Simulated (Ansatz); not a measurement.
Crystal: Si2W.

```
W Si
1.0
    -1.60690    1.60690    3.91495
     1.60690   -1.60690    3.91495
     1.60690    1.60690   -3.91495
W Si
1 2
Cartesian
  0.0000 0.0000 0.0000
  0.0000 0.0000 5.2092
  0.0000 0.0000 2.6207
```

Base run:

- Program: Ansatz 0.2.0
- Functional: PBE
- Potentials or basis: Ansatz PAW
- Cutoff: 420 eV (not typed: the program's choice for these potentials)
- k mesh: 12 × 12 × 12
- Occupations: fermi-dirac, width 0.05 eV
- Spin: no spin polarisation

Its results: band gap on the k mesh none (metal or under the smearing width); pressure 3.3 GPa; largest force 0.076 eV/Å.

Q: The run is repeated on the same cell with these changes: hubbard terms from none to W d U = 3 eV; hubbard projectors from none to ortho-atomic (the default). What comes out?

A: Band gap on the k mesh none (metal or under the smearing width); pressure 2.7 GPa; largest force 0.098 eV/Å.

Caveats: spin-orbit coupling is left out, which moves the levels of the heavy elements; U without spin polarisation on a metal has little footing (some runs); the U is typed as a test and isn't derived for this compound (some runs).
